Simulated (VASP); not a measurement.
# Te (P3_121) in VASP: single point with PBE

Aim: the single point of Te with PBE.

Everything below comes from runs of VASP 6.6.1. Logs are shortened: lines on timing, memory, paths and dates and some standing lists are left out, and cuts for length are marked.

### 1 The structure

It takes space group P3_121 (No. 152, trigonal). The conventional cell has a = 4.454 Å, b = 4.454 Å, c = 5.924 Å, α = 90.00°, β = 90.00°, γ = 120.00°. Te (site symmetry 2) is surrounded by 2 Te at 2.86 Å.

### 2 Single point, PBE

INCAR

```
SYSTEM = Te
  ALGO = Normal
  EDIFF = 1E-7
  ENCUT = 520
  GGA = PE
  ISIF = 2
  ISMEAR = -1
  LASPH = .True.
  LCHARG = .False.
  LREAL = .False.
  LWAVE = .False.
  NELM = 80
  PREC = Accurate
  SIGMA = 0.02
```

KPOINTS

```
k-points
0
Gamma
  24 24 18
  0 0 0
```

POSCAR

```
Te
1.0
    4.4540000000      0.0000000000      0.0000000000
   -2.2270000000      3.8572771485      0.0000000000
    0.0000000000      0.0000000000      5.9240000000
Te
3
Direct
    0.2690000000      0.0000000000      0.3333333333
    0.0000000000      0.2690000000      0.6666666667
    0.7310000000      0.7310000000      0.0000000000
```

Potentials or basis: VASP PAW PBE potentials, release 64 (Te).

Started as:

```console
$ cat potpaw_PBE.64/Te/POTCAR > POTCAR
$ mpirun -np 1 vasp_std > vasp.out
```

OUTCAR:

```text
SYSTEM = Te
   EDIFF = 1E-7
   ENCUT = 520
   GGA = PE
   ISIF = 2
   ISMEAR = -1
   LASPH = .True.
   LREAL = .False.
   NELM = 80
   PREC = Accurate

 ion  position               nearest neighbor table
   1  0.269  0.000  0.333-   3 2.86   2 2.86   3 3.47   3 3.47   2 3.47   2 3.47
   2  0.000  0.269  0.667-   3 2.86   1 2.86   3 3.47   3 3.47   1 3.47   1 3.47
   3  0.731  0.731  0.000-   1 2.86   2 2.86   1 3.47   2 3.47   2 3.47   1 3.47

  LATTYP: Found a hexagonal cell.
 ALAT       =     4.4540000000
 C/A-ratio  =     1.3300404131

  Lattice vectors:

 A1 = (   4.4540000000,   0.0000000000,   0.0000000000)
 A2 = (  -2.2270000000,   3.8572771485,   0.0000000000)
 A3 = (   0.0000000000,   0.0000000000,   5.9240000000)

Analysis of symmetry for initial positions (statically):
=====================================================================
 Subroutine PRICEL returns:
 Original cell was already a primitive cell.

 Routine SETGRP: Setting up the symmetry group for a
 hexagonal supercell.

 Subroutine GETGRP returns: Found  6 space group operations
 (whereof  2 operations were pure point group operations)
 out of a pool of 24 trial point group operations.

The static configuration has the point symmetry C_2 .
 The point group associated with its full space group is D_3 .

Analysis of symmetry for dynamics (positions and initial velocities):
=====================================================================
 Subroutine PRICEL returns:
 Original cell was already a primitive cell.

 Routine SETGRP: Setting up the symmetry group for a
 hexagonal supercell.

 Subroutine GETGRP returns: Found  6 space group operations
 (whereof  2 operations were pure point group operations)
 out of a pool of 24 trial point group operations.

The dynamic configuration has the point symmetry C_2 .
 The point group associated with its full space group is D_3 .

 Subroutine INISYM returns: Found  6 space group operations
 (whereof  2 operations are pure point group operations),
 and found     1 'primitive' translations

----------------------------------------------------------------------------------------

                                     Primitive cell

  volume of cell :     101.7762

  direct lattice vectors                    reciprocal lattice vectors
     4.454000000  0.000000000  0.000000000     0.224517288  0.129625117  0.000000000
    -2.227000000  3.857277149  0.000000000     0.000000000  0.259250233  0.000000000
     0.000000000  0.000000000  5.924000000     0.000000000  0.000000000  0.168804862

  length of vectors
     4.454000000  4.454000000  5.924000000     0.259250233  0.259250233  0.168804862

  position of ions in fractional coordinates (direct lattice)
     0.269000000  0.000000000  0.333333333
     0.000000000  0.269000000  0.666666667
     0.731000000  0.731000000  0.000000000

  ion indices of the primitive-cell ions
   primitive index   ion index
                 1           1
                 2           2
                 3           3

----------------------------------------------------------------------------------------

 KPOINTS: k-points

Automatic generation of k-mesh.
 Grid dimensions read from file:
 generate k-points for:   24   24   18

 Generating k-lattice:

  Cartesian coordinates                     Fractional coordinates (reciprocal lattice)
     0.009354887  0.005401047  0.000000000     0.041666667  0.000000000  0.000000000
     0.000000000  0.010802093  0.000000000     0.000000000  0.041666667  0.000000000
     0.000000000  0.000000000  0.009378048     0.000000000  0.000000000  0.055555556

  Length of vectors
     0.010802093  0.010802093  0.009378048

  Shift w.r.t. Gamma in fractional coordinates (k-lattice)
     0.000000000  0.000000000  0.000000000

 Subroutine IBZKPT returns following result:
 ===========================================

 Found    994 irreducible k-points:

 Following reciprocal coordinates:
            Coordinates               Weight
  0.000000  0.000000  0.000000      1.000000
  0.041667  0.000000  0.000000      6.000000
  0.083333  0.000000  0.000000      6.000000
  0.125000  0.000000  0.000000      6.000000
  0.166667  0.000000  0.000000      6.000000
  0.208333  0.000000  0.000000      6.000000
[... 16 lines left out ...]
  0.416667  0.041667  0.000000     12.000000
  0.458333  0.041667  0.000000     12.000000
 [... further k-points ...]
   k-points           NKPTS =    994   k-points in BZ     NKDIM =    994   number of bands    NBANDS=     13
   number of dos      NEDOS =    301   number of ions     NIONS =      3
   total plane-waves  NPLWV =  62208
   dimension x,y,z NGX =    36 NGY =   36 NGZ =   48
   dimension x,y,z NGXF=    72 NGYF=   72 NGZF=   96
   ions per type =               3
   NGX,Y,Z   is equivalent  to a cutoff of  13.44, 13.44, 13.47 a.u.
   NGXF,Y,Z  is equivalent  to a cutoff of  26.87, 26.87, 26.94 a.u.
 SYSTEM =  Te
   PREC   = accura    normal or accurate (medium, high low for compatibility)
   ISTART =      0    job   : 0-new  1-cont  2-samecut
   ICHARG =      2    charge: 1-file 2-atom 10-const
   ISPIN  =      1    spin polarized calculation?
   LNONCOLLINEAR =      F non collinear calculations
   LSORBIT =      F    spin-orbit coupling
   LASPH  =      T    aspherical Exc in radial PAW
   ENCUT  =  520.0 eV  38.22 Ry    6.18 a.u.   8.28  8.28 11.01*2*pi/ulx,y,z
   NELM   =     80;   NELMIN=  2; NELMDL= -5     # of ELM steps
   EDIFF  = 0.1E-06   stopping-criterion for ELM
   LREAL  =      F    real-space projection
   EDIFFG = 0.1E-05   stopping-criterion for IOM
   NSW    =      0    number of steps for IOM
   IBRION =     -1    ionic relax: 0-MD 1-quasi-New 2-CG
   NFREE  =      0    steps in history (QN), initial steepest desc. (CG)
   ISIF   =      2    stress and relaxation
   ISYM   =      2    0-nonsym 1-usesym 2-fastsym
   POTIM  = 0.5000    time-step for ionic-motion
   TEBEG  =    0.0;   TEEND  =   0.0 temperature during run
   PSTRESS=    0.0 pullay stress
   NELECT =      18.0000    total number of electrons
   NUPDOWN=      -1.0000    fix difference up-down
   EMIN   =  10.00;   EMAX   =-10.00  energy-range for DOS
   EFERMI =   0.00;   METHOD = LEGACY
   ISMEAR =    -1;   SIGMA  =   0.02  broadening in eV -4-tet -1-fermi 0-gaus
   EFERMI_NEDOS =   21; number of points for ismear=-14 and -15
   IALGO  =     38    algorithm
   IMIX   =      4    mixing-type and parameters
     AMIX     =   0.40;   BMIX     =  1.00
     AMIX_MAG =   1.60;   BMIX_MAG =  1.00
  volume/ion in A,a.u.               =      33.93       228.94
  Fermi-wavevector in a.u.,A,eV,Ry     =   0.918933  1.736531 11.489263  0.844437
  Thomas-Fermi vector in A             =   2.044070
   LORBIT       =      0    0 simple, 1 ext, 2 COOP (PROOUT), +10 PAW based schemes
   GGA     = PE    functional components
   LHFCALC =     F    Hartree Fock is set to
   AEXX    =    0.0000 exact exchange contribution
   IVDW    =     0    specifies the selected vdW correction
   LEPSILON=     F    determine dielectric tensor
   LRPA    =     F    only Hartree local field effects (RPA)
 non-spin polarized calculation
  energy-cutoff  :      520.00
  volume of cell :      101.78
 maximum number of plane-waves:      2770
 NGX is ok and might be reduce to    36
   NGX = 17   NGY = 17   NGZ = 23

 number of electron      17.9999999 magnetization

 Free energy of the ion-electron system (eV)
  ---------------------------------------------------
  ext. energy  EPLUGINS =         0.00000000
  ---------------------------------------------------
  free energy    TOTEN  =        -9.41826698 eV

  energy without entropy =       -9.41826294  energy(sigma->0) =       -9.41826496

 E-fermi :   6.0650     XC(G=0):  -9.0718

 val. band max:        5.9555354919   @ k =   0.3333   0.3333   0.5000
 cond. band min:       6.1256091228   @ k =   0.3333   0.3333   0.5000
 fundamental gap:      0.1700736309
 Fermi energy:         6.0649959030

 k-point     1 :       0.0000    0.0000    0.0000
  band No.  band energies     occupation
      1      -7.6625      2.00000
      2      -4.3599      2.00000
      3      -4.3599      2.00000
      4       2.8940      2.00000
      5       3.2078      2.00000
      6       3.2078      2.00000
      7       4.2759      2.00000
      8       4.2759      2.00000
      9       5.1048      2.00000
     10       6.9617      0.00000
     11       6.9617      0.00000
     12       7.5595      0.00000
     13      10.9170      0.00000

 k-point     2 :       0.0417    0.0000    0.0000
  band No.  band energies     occupation
      1      -7.6507      2.00000
      2      -4.3629      2.00000
      3      -4.3566      2.00000
      4       2.7767      2.00000
      5       3.1121      2.00000
      6       3.1791      2.00000
      7       4.3268      2.00000
      8       4.4148      2.00000
      9       5.1397      2.00000
     10       6.9066      0.00000
     11       6.9510      0.00000
     12       7.5340      0.00000
     13      10.9002      0.00000

 k-point     3 :       0.0833    0.0000    0.0000
  band No.  band energies     occupation
      1      -7.6153      2.00000
      2      -4.3729      2.00000
      3      -4.3469      2.00000
      4       2.4926      2.00000
      5       2.9220      2.00000
      6       3.0971      2.00000
      7       4.4497      2.00000
      8       4.6797      2.00000
      9       5.2312      2.00000
     10       6.7716      0.00000
     11       6.9225      0.00000
     12       7.4780      0.00000
     13      10.7983      0.00000

 k-point     4 :       0.1250    0.0000    0.0000
  band No.  band energies     occupation
      1      -7.5570      2.00000
      2      -4.3926      2.00000
      3      -4.3311      2.00000
      4       2.1588      2.00000
      5       2.7068      2.00000
      6       2.9777      2.00000
      7       4.5938      2.00000
      8       4.8998      2.00000
      9       5.3005      2.00000
     10       6.6755      0.00000
     11       6.8866      0.00000
     12       7.4242      0.00000
     13      10.5877      0.00000

 k-point     5 :       0.1667    0.0000    0.0000
  band No.  band energies     occupation
      1      -7.4769      2.00000
      2      -4.4260      2.00000
      3      -4.3096      2.00000
      4       1.8403      2.00000
      5       2.4862      2.00000
      6       2.8399      2.00000
      7       4.7184      2.00000
      8       5.0356      2.00000
      9       5.1919      2.00000
     10       6.7586      0.00000
     11       6.8639      0.00000
     12       7.4059      0.00000
     13      10.3101      0.00000
[... 257 lines left out ...]
 k-point    22 :       0.3750    0.0417    0.0000
  band No.  band energies     occupation
      1      -6.7815      2.00000
      2      -4.9287      2.00000
      3      -4.1695      2.00000
      4       1.0917      2.00000
      5       1.5874      2.00000
      6       2.2906      2.00000
      7       3.0364      2.00000
      8       4.8598      2.00000
      9       5.0574      2.00000
     10       6.8724      0.00000
     11       7.0250      0.00000
     12       9.0967      0.00000
     13       9.2556      0.00000

 k-point    23 :       0.4167    0.0417    0.0000
  band No.  band energies     occupation
      1      -6.6743      2.00000
      2      -5.0292      2.00000
      3      -4.1535      2.00000
      4       1.1039      2.00000
      5       1.5490      2.00000
      6       2.2804      2.00000
      7       2.7307      2.00000
      8       4.8502      2.00000
      9       5.0361      2.00000
     10       6.8803      0.00000
     11       7.0009      0.00000
     12       9.0029      0.00000
     13       9.5133      0.00000

 k-point    24 :       0.4583    0.0417    0.0000
  band No.  band energies     occupation
      1      -6.6122      2.00000
      2      -5.0887      2.00000
      3      -4.1451      2.00000
      4       1.1159      2.00000
      5       1.5384      2.00000
      6       2.3367      2.00000
      7       2.5010      2.00000
      8       4.8428      2.00000
      9       5.0260      2.00000
     10       6.8837      0.00000
     11       6.9884      0.00000
     12       8.9551      0.00000
     13       9.6512      0.00000

 [... further k-points ...]

------------------------ aborting loop because EDIFF is reached ----------------------------------------

  FORCE on cell =-STRESS in cart. coord.  units (eV):
  Direction    XX          YY          ZZ          XY          YZ          ZX
  --------------------------------------------------------------------------------------
  -------------------------------------------------------------------------------------
  Total        0.8219606      0.8219606      1.1110409      0.0000000      0.0000000      0.0000000
  in kB       12.9394405     12.9394405     17.4901902      0.0000000      0.0000000      0.0000000
  external PRESSURE =      14.4563570 kB  Pullay stress =       0.0000000 kB

 VOLUME and BASIS-vectors are now :
 -----------------------------------------------------------------------------
  energy-cutoff  :      520.00
  volume of cell :      101.78
      direct lattice vectors                 reciprocal lattice vectors
     4.454000000  0.000000000  0.000000000     0.224517288  0.129625117  0.000000000
    -2.227000000  3.857277149  0.000000000     0.000000000  0.259250233  0.000000000
     0.000000000  0.000000000  5.924000000     0.000000000  0.000000000  0.168804862

 POSITION                                       TOTAL-FORCE (eV/Angst)
 -----------------------------------------------------------------------------------
      1.19813      0.00000      1.97467         0.162539     -0.000000      0.000000
     -0.59906      1.03761      3.94933        -0.081269      0.140763      0.000000
      1.62794      2.81967      0.00000        -0.081269     -0.140763      0.000000
 -----------------------------------------------------------------------------------
    total drift:                                0.000000     -0.000000      0.000000

  FREE ENERGIE OF THE ION-ELECTRON SYSTEM (eV)
  ---------------------------------------------------
  free  energy   TOTEN  =        -9.4182669750 eV

  energy  without entropy=       -9.4182629407  energy(sigma->0) =       -9.41826496
```

Wall time 15 min (1 thread of Intel Xeon Platinum 8259CL at 2.50GHz (Skylake/Cascade Lake), shared host); peak memory 1.1 GiB.

What came out:

```
Free energy            : -9.4183 eV
Pressure               : 1.4 GPa
Largest force          : 0.163 eV/Å
Band gap on the k mesh : 0.17 eV, direct
```

Forces on the atoms (eV/Å):
```
Te   0.163  0.000  0.000
Te  -0.081  0.141  0.000
Te  -0.081 -0.141  0.000
```

Stress tensor (GPa, compression positive):
```
1.29 0.00 0.00
0.00 1.29 0.00
0.00 0.00 1.75
```

Levels at points of the mesh, in eV from the valence-band top:
```csv
k point,band 5,band 6,band 7,band 8,band 9,band 10,band 11,band 12,band 13
"(0.00, 0.00, 0.00)",-2.75,-2.75,-1.68,-1.68,-0.85,1.01,1.01,1.60,4.96
"(0.50, 0.00, 0.00)",-4.41,-3.59,-3.52,-1.03,-0.81,0.85,0.90,2.94,3.73
"(0.00, 0.00, 0.50)",-2.67,-2.67,-1.33,-1.03,-1.03,0.47,0.49,0.49,4.01
"(0.50, 0.00, 0.50)",-3.67,-3.63,-2.46,-2.12,-0.20,0.74,1.95,2.56,4.54
```

Caveat: spin-orbit coupling is left out, which moves the levels of the heavy elements. A hybrid or GW would open this gap; PBE tends to underestimate it.
